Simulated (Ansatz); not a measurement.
**A computed series for Ti3SiC2: pressure series**

Consider Ti3SiC2 (space group P6_3/mmc, No. 194; a = 3.0424 Å, c = 17.5771 Å).

Cell and atoms are relaxed at each pressure.

Level of theory: PBEsol (Ansatz, a program for electronic structure), scalar-relativistic without spin-orbit coupling.

Notes on the quantities. enthalpy: H = E + PV relative to the base's energy.

```json
[
 {"case": "base", "enthalpy": "–", "volume per atom": "11.74 Å³"},
 {"case": "pressure −2 GPa", "enthalpy": "-0.15 eV/atom", "volume per atom": "11.86 Å³"},
 {"case": "pressure −1 GPa", "enthalpy": "-0.07 eV/atom", "volume per atom": "11.80 Å³"},
 {"case": "pressure 3 GPa", "enthalpy": "+0.22 eV/atom", "volume per atom": "11.57 Å³"},
 {"case": "pressure 7 GPa", "enthalpy": "+0.50 eV/atom", "volume per atom": "11.36 Å³"},
 {"case": "pressure 15 GPa", "enthalpy": "+1.06 eV/atom", "volume per atom": "10.99 Å³"},
 {"case": "pressure 30 GPa", "enthalpy": "+2.06 eV/atom", "volume per atom": "10.43 Å³"},
 {"case": "pressure 50 GPa", "enthalpy": "+3.33 eV/atom", "volume per atom": "9.84 Å³"},
 {"case": "pressure 75 GPa", "enthalpy": "+4.82 eV/atom", "volume per atom": "9.28 Å³"},
 {"case": "pressure 100 GPa", "enthalpy": "+6.23 eV/atom", "volume per atom": "___"}
]
```

Question: What belongs in the blanks?

Answer: 
- pressure 100 GPa, volume per atom: 8.84 Å³

Load acts through the strain it causes; cell and atoms are relaxed under it. No phonon test of stability was made. No other phases were tried under pressure. The final runs are not spin-polarised.
